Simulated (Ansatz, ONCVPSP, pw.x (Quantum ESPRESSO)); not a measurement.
**What a changed setting does to a pw.x run (fcc Ga)**

Potential: optimised norm-conserving Vanderbilt (ONCV), ONCVPSP 4.0.1.1 (patched build), LDA (Perdew-Wang 92); core [Ar] 3d10, reference 4s2 4p1; waves: 4s: rc 2.10 bohr, ncon 4, nbas 7, qcut 3.7 1/bohr, 3 projectors, debl 5 Ha; 4p: rc 2.15 bohr, ncon 4, nbas 8, qcut 4.4 1/bohr, 2 projectors, debl 2 Ha; d scattering state at 0.05 Ha: rc 2.05 bohr, ncon 4, nbas 7, qcut 5.3 1/bohr, 2 projectors, debl 4 Ha; local part: polynomial inside 1.65 bohr (lpopt 5, dvloc0 -1 Ha); core correction: polynomial model core, fcfact 0.75.

The reference run (k-mesh 14³, cutoffs 50/200 Ry, Fermi–Dirac 0.01 Ry, mixing_beta 0.4, conv_thr 1e-9, no spin) gives -0.74 GPa at 17.150 Å³/atom, where all-electron LAPW gives -0.02 GPa. This run, with its own iteration cap, changes occupations to fixed, a wrong or extreme entry chosen on purpose.

```
&control
  calculation='scf', prefix='x', pseudo_dir='./', outdir='./tmp', tstress=.true., disk_io='none'
/
&system
  ibrav=0, nat=1, ntyp=1, ecutwfc=50, ecutrho=200, nbnd=8,
  occupations='fixed'
/
&electrons
  conv_thr=1e-09, mixing_beta=0.4, electron_maxstep=70
/
ATOMIC_SPECIES
Ga 1.0 Ga.UPF
CELL_PARAMETERS angstrom
  0.00000000 2.04681242 2.04681242
  2.04681242 0.00000000 2.04681242
  2.04681242 2.04681242 0.00000000
ATOMIC_POSITIONS crystal
Ga 0.0000 0.0000 0.0000
K_POINTS automatic
14 14 14 0 0 0
```

```bash
pw.x < Ga.scf.in > Ga.scf.out
```

**Question.** How does the run end?

**Answer.** It stops with "electrons: charge is wrong: smearing is needed".

```
Message from routine setup:
     the system is metallic, specify occupations
     Message from routine setup:
     using ibrav=0 with symmetry is DISCOURAGED, use correct ibrav instead
     lattice parameter (alat)  =       5.4701  a.u.
     unit-cell volume          =     115.7339 (a.u.)^3
     number of electrons       =         3.00
     number of Kohn-Sham states=            8
     kinetic-energy cutoff     =      50.0000  Ry
     charge density cutoff     =     200.0000  Ry
     scf convergence threshold =      1.0E-09
     Exchange-correlation= SLA  PW   NOGX NOGC
     number of k points=   104
     iteration #  1     ecut=    50.00 Ry     beta= 0.40
     Error in routine electrons (1):
     charge is wrong: smearing is needed
```

The run took about 2.4 s on one core of a shared host (Neoverse-V2, 96 threads, 371 GiB, load 58).
